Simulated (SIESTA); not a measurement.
PbSe under changes of volume

One of the cells (58.477 Å³/atom); the others are scaled copies at fixed shape and fractional positions:

```
Pb Se
1.0
     4.41489    0.00000    0.00000
    -0.01031    4.41488    0.00000
    -2.20229   -2.20744   12.00080
Pb Se
2 2
Direct
  0.80684 0.80730 0.61844
  0.18545 0.19981 0.38238
  0.28733 0.32315 0.62319
  0.68427 0.69990 0.37796
```

* Program: SIESTA 5.4.2
* Functional: PBEsol
* Potentials or basis: PseudoDojo 0.4 standard (PBEsol files)
* Basis: DZP (energy shift 0.003 Ry; two zetas on semicore shells)
* Grid cutoff: 500 Ry
* Energy shift: 0.003 Ry
* k mesh: 6 × 6 × 3
* Occupations: fermi-dirac, width 0.05 eV
* Spin: no spin polarisation

```tsv
volume (Å³/atom)	energy over the lowest point (meV/atom)	largest force (eV/Å)
54.969	2.23	0.235
56.138	0.00	0.195
57.308	1.73	0.206
58.477	?	?
59.647	15.53	0.316
60.817	26.67	0.408
61.986	40.30	0.491
```

Q: What does the run at 58.477 Å³/atom give?

A: Energy over the lowest point 6.93 meV/atom; largest force 0.247 eV/Å.

Worked out: A Birch-Murnaghan fit of order 3 (a polynomial in V^(-2/3)) to the other rows has its minimum at 56.18 Å³/atom with B0 = V·E''(V) = 26 GPa and B' = 5.1 at fixed shape and positions, which overstates the stiffness. It gives 7.06 meV/atom at 58.477 Å³/atom, against the run's 6.93.

Energies are extrapolated to zero smearing.

Caveats: the basis of atomic orbitals isn't converged, which shifts pressures, moduli and gaps.
